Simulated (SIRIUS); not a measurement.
# TaN (Fm-3m) in SIRIUS: notebook, part 4 of 4

SIRIUS 7.12.0. The steps go on from the part before.

## 7. Equation of state, PBEsol, 11.25 Å³/atom (volume scaled by 1.04)

Input file sirius.json:

```json
{
  "control": {
    "processing_unit": "cpu",
    "std_evp_solver_name": "lapack",
    "gen_evp_solver_name": "lapack",
    "verbosity": 2,
    "print_forces": false,
    "ortho_rf": true,
    "use_second_variation": true,
    "rmt_max": 3.0,
    "num_bands_to_print": 24,
    "save_wf": true
  },
  "parameters": {
    "electronic_structure_method": "full_potential_lapwlo",
    "xc_functionals": ["XC_GGA_X_PBE_SOL", "XC_GGA_C_PBE_SOL"],
    "core_relativity": "dirac",
    "valence_relativity": "iora",
    "num_fv_states": 25,
    "smearing": "fermi_dirac",
    "smearing_width": 0.0018374661,
    "pw_cutoff": 24,
    "gk_cutoff": 4.64,
    "lmax_apw": 13,
    "lmax_rho": 8,
    "lmax_pot": 8,
    "num_mag_dims": 0,
    "auto_rmt": 0,
    "ngridk": [10, 10, 10],
    "shiftk": [0, 0, 0],
    "num_dft_iter": 80,
    "energy_tol": 1e-07,
    "density_tol": 1e-05,
    "use_symmetry": true
  },
  "settings": {"tol_ne": 1e-10},
  "iterative_solver": {"type": "exact"},
  "mixer": {"type": "anderson", "beta": 0.5, "max_history": 8},
  "unit_cell": {
    "lattice_vectors": [[0.0, 4.2337852918, 4.2337852918], [4.2337852918, 0.0, 4.2337852918], [4.2337852918, 4.2337852918, 0.0]],
    "atom_types": ["N", "Ta"],
    "atom_files": {"N": "N.json", "Ta": "Ta.json"},
    "atoms": {"N": [[0.0, 0.0, 0.0]], "Ta": [[0.5, 0.5, 0.5]]}
  }
}
```

Input file N.json:

```json
{
  "name": "nitrogen",
  "symbol": "N",
  "number": 7,
  "mass": 14.0067,
  "rmin": 1e-06,
  "rmt": 1.51,
  "nrmt": 800,
  "rinf": 13.03,
  "core": "1s",
  "valence": [
    {"basis": [{"enu": 0.33, "dme": 0, "n": 0, "auto": 0}, {"enu": 0.33, "dme": 1, "n": 0, "auto": 0}]},
    {"l": 0, "n": 1, "basis": [{"enu": 0.2748, "dme": 0, "n": 0, "auto": 0}]},
    {"l": 1, "n": 2, "basis": [{"enu": 0.43, "dme": 0, "n": 0, "auto": 0}]},
    {"l": 2, "n": 3, "basis": [{"enu": 0.43, "dme": 0, "n": 0, "auto": 0}]},
    {"l": 3, "n": 4, "basis": [{"enu": 0.43, "dme": 0, "n": 0, "auto": 0}]}
  ],
  "lo": [
    {
      "l": 0,
      "basis": [{"enu": 0.2748, "dme": 0, "n": 0, "auto": 0}, {"enu": 0.2748, "dme": 1, "n": 0, "auto": 0}]
    },
    {
      "l": 0,
      "basis": [{"enu": 0.2748, "dme": 1, "n": 0, "auto": 0}, {"enu": 0.2748, "dme": 2, "n": 0, "auto": 0}]
    },
    {
      "l": 0,
      "basis": [{"enu": 0.2748, "dme": 0, "n": 0, "auto": 0}, {"enu": 5.5377, "dme": 0, "n": 0, "auto": 0}]
    },
    {"l": 1, "basis": [{"enu": 0.43, "dme": 0, "n": 0, "auto": 0}, {"enu": 0.43, "dme": 1, "n": 0, "auto": 0}]},
    {"l": 1, "basis": [{"enu": 0.43, "dme": 1, "n": 0, "auto": 0}, {"enu": 0.43, "dme": 2, "n": 0, "auto": 0}]},
    {"l": 1, "basis": [{"enu": 0.43, "dme": 0, "n": 0, "auto": 0}, {"enu": 6.4824, "dme": 0, "n": 0, "auto": 0}]},
    {"l": 2, "basis": [{"enu": 0.43, "dme": 0, "n": 0, "auto": 0}, {"enu": 0.43, "dme": 1, "n": 0, "auto": 0}]},
    {"l": 2, "basis": [{"enu": 0.43, "dme": 1, "n": 0, "auto": 0}, {"enu": 0.43, "dme": 2, "n": 0, "auto": 0}]},
    {"l": 2, "basis": [{"enu": 0.43, "dme": 0, "n": 0, "auto": 0}, {"enu": 7.2718, "dme": 0, "n": 0, "auto": 0}]},
    {"l": 3, "basis": [{"enu": 0.43, "dme": 0, "n": 0, "auto": 0}, {"enu": 0.43, "dme": 1, "n": 0, "auto": 0}]}
  ],
  "free_atom": [... radial grid and density of the free atom, the start of the SCF ...]
}
```

Input file Ta.json:

```json
{
  "name": "tantalum",
  "symbol": "Ta",
  "number": 73,
  "mass": 180.94788,
  "rmin": 1e-06,
  "rmt": 2.51,
  "nrmt": 800,
  "rinf": 15.8,
  "core": "1s2s2p3s3p3d4s4p4d",
  "valence": [
    {"basis": [{"enu": 0.33, "dme": 0, "n": 0, "auto": 0}, {"enu": 0.33, "dme": 1, "n": 0, "auto": 0}]},
    {"l": 0, "n": 1, "basis": [{"enu": 0.43, "dme": 0, "n": 0, "auto": 0}]},
    {"l": 1, "n": 2, "basis": [{"enu": 0.43, "dme": 0, "n": 0, "auto": 0}]},
    {"l": 2, "n": 3, "basis": [{"enu": 0.43, "dme": 0, "n": 0, "auto": 0}]},
    {"l": 3, "n": 4, "basis": [{"enu": 0.43, "dme": 0, "n": 0, "auto": 0}]},
    {"l": 4, "n": 5, "basis": [{"enu": 0.43, "dme": 0, "n": 0, "auto": 0}]}
  ],
  "lo": [
    {"l": 0, "basis": [{"enu": 0.43, "dme": 0, "n": 0, "auto": 0}, {"enu": 0.43, "dme": 1, "n": 0, "auto": 0}]},
    {
      "l": 0,
      "basis": [{"enu": -2.1072, "dme": 0, "n": 5, "auto": 1}, {"enu": -2.1072, "dme": 1, "n": 5, "auto": 1}]
    },
    {
      "l": 0,
      "basis": [{"enu": -2.1072, "dme": 1, "n": 5, "auto": 1}, {"enu": 0.43, "dme": 0, "n": 0, "auto": 0}]
    },
    {"l": 0, "basis": [{"enu": 0.43, "dme": 0, "n": 0, "auto": 0}, {"enu": 2.9696, "dme": 0, "n": 0, "auto": 0}]},
    {"l": 1, "basis": [{"enu": 0.43, "dme": 0, "n": 0, "auto": 0}, {"enu": 0.43, "dme": 1, "n": 0, "auto": 0}]},
    {
      "l": 1,
      "basis": [{"enu": -0.8803, "dme": 0, "n": 5, "auto": 1}, {"enu": -0.8803, "dme": 1, "n": 5, "auto": 1}]
    },
    {
      "l": 1,
      "basis": [{"enu": -0.8803, "dme": 1, "n": 5, "auto": 1}, {"enu": 0.43, "dme": 0, "n": 0, "auto": 0}]
    },
    {"l": 1, "basis": [{"enu": 0.43, "dme": 0, "n": 0, "auto": 0}, {"enu": 3.3506, "dme": 0, "n": 0, "auto": 0}]},
    {"l": 2, "basis": [{"enu": 0.43, "dme": 0, "n": 0, "auto": 0}, {"enu": 0.43, "dme": 1, "n": 0, "auto": 0}]},
    {"l": 2, "basis": [{"enu": 0.43, "dme": 1, "n": 0, "auto": 0}, {"enu": 0.43, "dme": 2, "n": 0, "auto": 0}]},
    {"l": 2, "basis": [{"enu": 0.43, "dme": 0, "n": 0, "auto": 0}, {"enu": 2.9062, "dme": 0, "n": 0, "auto": 0}]},
    {"l": 3, "basis": [{"enu": 0.43, "dme": 0, "n": 0, "auto": 0}, {"enu": 0.43, "dme": 1, "n": 0, "auto": 0}]},
    {
      "l": 3,
      "basis": [{"enu": -0.3547, "dme": 0, "n": 4, "auto": 1}, {"enu": -0.3547, "dme": 1, "n": 4, "auto": 1}]
    },
    {
      "l": 3,
      "basis": [{"enu": -0.3547, "dme": 1, "n": 4, "auto": 1}, {"enu": 0.43, "dme": 0, "n": 0, "auto": 0}]
    },
    {"l": 3, "basis": [{"enu": 0.43, "dme": 0, "n": 0, "auto": 0}, {"enu": 4.1125, "dme": 0, "n": 0, "auto": 0}]},
    {"l": 4, "basis": [{"enu": 0.43, "dme": 0, "n": 0, "auto": 0}, {"enu": 0.43, "dme": 1, "n": 0, "auto": 0}]},
    {"l": 4, "basis": [{"enu": 0.43, "dme": 0, "n": 0, "auto": 0}, {"enu": 3.4776, "dme": 0, "n": 0, "auto": 0}]}
  ],
  "free_atom": [... radial grid and density of the free atom, the start of the SCF ...]
}
```

Input file sirius_start.json:

```json
{
  "control": {
    "processing_unit": "cpu",
    "std_evp_solver_name": "lapack",
    "gen_evp_solver_name": "lapack",
    "verbosity": 1,
    "print_forces": false,
    "ortho_rf": true,
    "use_second_variation": true,
    "rmt_max": 3.0,
    "num_bands_to_print": 24,
    "save_wf": false
  },
  "parameters": {
    "electronic_structure_method": "full_potential_lapwlo",
    "xc_functionals": ["XC_LDA_X", "XC_LDA_C_PW"],
    "core_relativity": "dirac",
    "valence_relativity": "iora",
    "num_fv_states": 25,
    "smearing": "fermi_dirac",
    "smearing_width": 0.0055123983,
    "pw_cutoff": 24,
    "gk_cutoff": 3.71,
    "lmax_apw": 13,
    "lmax_rho": 8,
    "lmax_pot": 8,
    "num_mag_dims": 0,
    "auto_rmt": 0,
    "ngridk": [4, 4, 4],
    "shiftk": [0, 0, 0],
    "num_dft_iter": 30,
    "energy_tol": 0.01,
    "density_tol": 0.05,
    "use_symmetry": true
  },
  "settings": {"tol_ne": 1e-10},
  "iterative_solver": {"type": "exact"},
  "mixer": {"type": "anderson", "beta": 0.5, "max_history": 8},
  "unit_cell": {
    "lattice_vectors": [[0.0, 4.2337852918, 4.2337852918], [4.2337852918, 0.0, 4.2337852918], [4.2337852918, 4.2337852918, 0.0]],
    "atom_types": ["N", "Ta"],
    "atom_files": {"N": "N.json", "Ta": "Ta.json"},
    "atoms": {"N": [[0.0, 0.0, 0.0]], "Ta": [[0.5, 0.5, 0.5]]}
  }
}
```

Run with:

```
$ OMP_NUM_THREADS=1 sirius.scf --input=sirius_start.json --output=start.json
$ OMP_NUM_THREADS=1 sirius.scf --input=sirius.json --output=output.json --task=1
```

Wall time 1.9 min (1 thread of Arm Neoverse V1, shared host); peak memory 0.65 GiB.

Results (log left out):

```
Free energy                                       : -426568.6716 eV
Band gap on the k mesh                            : none (metal or under the smearing width)
All electrons inside the program's atomic spheres : Ta 70.93; N 5.66 (radii N 1.51, Ta 2.51 bohr)
```

## 8. Equation of state, PBEsol, 11.46 Å³/atom (volume scaled by 1.06)

Edit sirius.json of step 7 so:

```diff
@@ -39,3 +39,3 @@
   "unit_cell": {
-    "lattice_vectors": [[0.0, 4.2337852918, 4.2337852918], [4.2337852918, 0.0, 4.2337852918], [4.2337852918, 4.2337852918, 0.0]],
+    "lattice_vectors": [[0.0, 4.2607528042, 4.2607528042], [4.2607528042, 0.0, 4.2607528042], [4.2607528042, 4.2607528042, 0.0]],
     "atom_types": ["N", "Ta"],
```

Input file N.json:

```json
{
  "name": "nitrogen",
  "symbol": "N",
  "number": 7,
  "mass": 14.0067,
  "rmin": 1e-06,
  "rmt": 1.51,
  "nrmt": 800,
  "rinf": 13.03,
  "core": "1s",
  "valence": [
    {"basis": [{"enu": 0.32, "dme": 0, "n": 0, "auto": 0}, {"enu": 0.32, "dme": 1, "n": 0, "auto": 0}]},
    {"l": 0, "n": 1, "basis": [{"enu": 0.2648, "dme": 0, "n": 0, "auto": 0}]},
    {"l": 1, "n": 2, "basis": [{"enu": 0.42, "dme": 0, "n": 0, "auto": 0}]},
    {"l": 2, "n": 3, "basis": [{"enu": 0.42, "dme": 0, "n": 0, "auto": 0}]},
    {"l": 3, "n": 4, "basis": [{"enu": 0.42, "dme": 0, "n": 0, "auto": 0}]}
  ],
  "lo": [
    {
      "l": 0,
      "basis": [{"enu": 0.2648, "dme": 0, "n": 0, "auto": 0}, {"enu": 0.2648, "dme": 1, "n": 0, "auto": 0}]
    },
    {
      "l": 0,
      "basis": [{"enu": 0.2648, "dme": 1, "n": 0, "auto": 0}, {"enu": 0.2648, "dme": 2, "n": 0, "auto": 0}]
    },
    {
      "l": 0,
      "basis": [{"enu": 0.2648, "dme": 0, "n": 0, "auto": 0}, {"enu": 5.5277, "dme": 0, "n": 0, "auto": 0}]
    },
    {"l": 1, "basis": [{"enu": 0.42, "dme": 0, "n": 0, "auto": 0}, {"enu": 0.42, "dme": 1, "n": 0, "auto": 0}]},
    {"l": 1, "basis": [{"enu": 0.42, "dme": 1, "n": 0, "auto": 0}, {"enu": 0.42, "dme": 2, "n": 0, "auto": 0}]},
    {"l": 1, "basis": [{"enu": 0.42, "dme": 0, "n": 0, "auto": 0}, {"enu": 6.4724, "dme": 0, "n": 0, "auto": 0}]},
    {"l": 2, "basis": [{"enu": 0.42, "dme": 0, "n": 0, "auto": 0}, {"enu": 0.42, "dme": 1, "n": 0, "auto": 0}]},
    {"l": 2, "basis": [{"enu": 0.42, "dme": 1, "n": 0, "auto": 0}, {"enu": 0.42, "dme": 2, "n": 0, "auto": 0}]},
    {"l": 2, "basis": [{"enu": 0.42, "dme": 0, "n": 0, "auto": 0}, {"enu": 7.2618, "dme": 0, "n": 0, "auto": 0}]},
    {"l": 3, "basis": [{"enu": 0.42, "dme": 0, "n": 0, "auto": 0}, {"enu": 0.42, "dme": 1, "n": 0, "auto": 0}]}
  ],
  "free_atom": [... radial grid and density of the free atom, the start of the SCF ...]
}
```

Input file Ta.json:

```json
{
  "name": "tantalum",
  "symbol": "Ta",
  "number": 73,
  "mass": 180.94788,
  "rmin": 1e-06,
  "rmt": 2.51,
  "nrmt": 800,
  "rinf": 15.8,
  "core": "1s2s2p3s3p3d4s4p4d",
  "valence": [
    {"basis": [{"enu": 0.32, "dme": 0, "n": 0, "auto": 0}, {"enu": 0.32, "dme": 1, "n": 0, "auto": 0}]},
    {"l": 0, "n": 1, "basis": [{"enu": 0.42, "dme": 0, "n": 0, "auto": 0}]},
    {"l": 1, "n": 2, "basis": [{"enu": 0.42, "dme": 0, "n": 0, "auto": 0}]},
    {"l": 2, "n": 3, "basis": [{"enu": 0.42, "dme": 0, "n": 0, "auto": 0}]},
    {"l": 3, "n": 4, "basis": [{"enu": 0.42, "dme": 0, "n": 0, "auto": 0}]},
    {"l": 4, "n": 5, "basis": [{"enu": 0.42, "dme": 0, "n": 0, "auto": 0}]}
  ],
  "lo": [
    {"l": 0, "basis": [{"enu": 0.42, "dme": 0, "n": 0, "auto": 0}, {"enu": 0.42, "dme": 1, "n": 0, "auto": 0}]},
    {
      "l": 0,
      "basis": [{"enu": -2.1172, "dme": 0, "n": 5, "auto": 1}, {"enu": -2.1172, "dme": 1, "n": 5, "auto": 1}]
    },
    {
      "l": 0,
      "basis": [{"enu": -2.1172, "dme": 1, "n": 5, "auto": 1}, {"enu": 0.42, "dme": 0, "n": 0, "auto": 0}]
    },
    {"l": 0, "basis": [{"enu": 0.42, "dme": 0, "n": 0, "auto": 0}, {"enu": 2.9596, "dme": 0, "n": 0, "auto": 0}]},
    {"l": 1, "basis": [{"enu": 0.42, "dme": 0, "n": 0, "auto": 0}, {"enu": 0.42, "dme": 1, "n": 0, "auto": 0}]},
    {
      "l": 1,
      "basis": [{"enu": -0.8903, "dme": 0, "n": 5, "auto": 1}, {"enu": -0.8903, "dme": 1, "n": 5, "auto": 1}]
    },
    {
      "l": 1,
      "basis": [{"enu": -0.8903, "dme": 1, "n": 5, "auto": 1}, {"enu": 0.42, "dme": 0, "n": 0, "auto": 0}]
    },
    {"l": 1, "basis": [{"enu": 0.42, "dme": 0, "n": 0, "auto": 0}, {"enu": 3.3406, "dme": 0, "n": 0, "auto": 0}]},
    {"l": 2, "basis": [{"enu": 0.42, "dme": 0, "n": 0, "auto": 0}, {"enu": 0.42, "dme": 1, "n": 0, "auto": 0}]},
    {"l": 2, "basis": [{"enu": 0.42, "dme": 1, "n": 0, "auto": 0}, {"enu": 0.42, "dme": 2, "n": 0, "auto": 0}]},
    {"l": 2, "basis": [{"enu": 0.42, "dme": 0, "n": 0, "auto": 0}, {"enu": 2.8962, "dme": 0, "n": 0, "auto": 0}]},
    {"l": 3, "basis": [{"enu": 0.42, "dme": 0, "n": 0, "auto": 0}, {"enu": 0.42, "dme": 1, "n": 0, "auto": 0}]},
    {
      "l": 3,
      "basis": [{"enu": -0.3647, "dme": 0, "n": 4, "auto": 1}, {"enu": -0.3647, "dme": 1, "n": 4, "auto": 1}]
    },
    {
      "l": 3,
      "basis": [{"enu": -0.3647, "dme": 1, "n": 4, "auto": 1}, {"enu": 0.42, "dme": 0, "n": 0, "auto": 0}]
    },
    {"l": 3, "basis": [{"enu": 0.42, "dme": 0, "n": 0, "auto": 0}, {"enu": 4.1025, "dme": 0, "n": 0, "auto": 0}]},
    {"l": 4, "basis": [{"enu": 0.42, "dme": 0, "n": 0, "auto": 0}, {"enu": 0.42, "dme": 1, "n": 0, "auto": 0}]},
    {"l": 4, "basis": [{"enu": 0.42, "dme": 0, "n": 0, "auto": 0}, {"enu": 3.4676, "dme": 0, "n": 0, "auto": 0}]}
  ],
  "free_atom": [... radial grid and density of the free atom, the start of the SCF ...]
}
```

Edit sirius_start.json of step 7 so:

```diff
@@ -39,3 +39,3 @@
   "unit_cell": {
-    "lattice_vectors": [[0.0, 4.2337852918, 4.2337852918], [4.2337852918, 0.0, 4.2337852918], [4.2337852918, 4.2337852918, 0.0]],
+    "lattice_vectors": [[0.0, 4.2607528042, 4.2607528042], [4.2607528042, 0.0, 4.2607528042], [4.2607528042, 4.2607528042, 0.0]],
     "atom_types": ["N", "Ta"],
```

Run with:

```
$ OMP_NUM_THREADS=1 sirius.scf --input=sirius_start.json --output=start.json
$ OMP_NUM_THREADS=1 sirius.scf --input=sirius.json --output=output.json --task=1
```

It took 1.9 min on 1 thread of Arm Neoverse V1, shared host; peak memory 0.66 GiB.

Results (log left out):

- Free energy: -426568.6068 eV
- Band gap on the k mesh: none (metal or under the smearing width)
- All electrons inside the program's atomic spheres: Ta 70.88; N 5.64 (radii N 1.51, Ta 2.51 bohr)

## 9. Equation of state, PBEsol

Potentials or basis: all-electron FP-LAPW, apw+lo standard.

This step only gathers the single runs of the series.

What came out:

```yaml
Equilibrium_volume: 10.47 Å³/atom
Bulk_modulus: 356 GPa
Pressure_derivative_of_the_bulk_modulus: 4.6
```

Energy against volume, from the lowest point:
```tsv
volume (Å³/atom)	energy (meV/atom)
10.164	9.65
10.381	0.00
10.597	0.81
10.813	10.90
11.030	29.28
11.246	54.98
11.462	87.36
```

The run has no spin-orbit coupling, so splittings on Ta are missing.
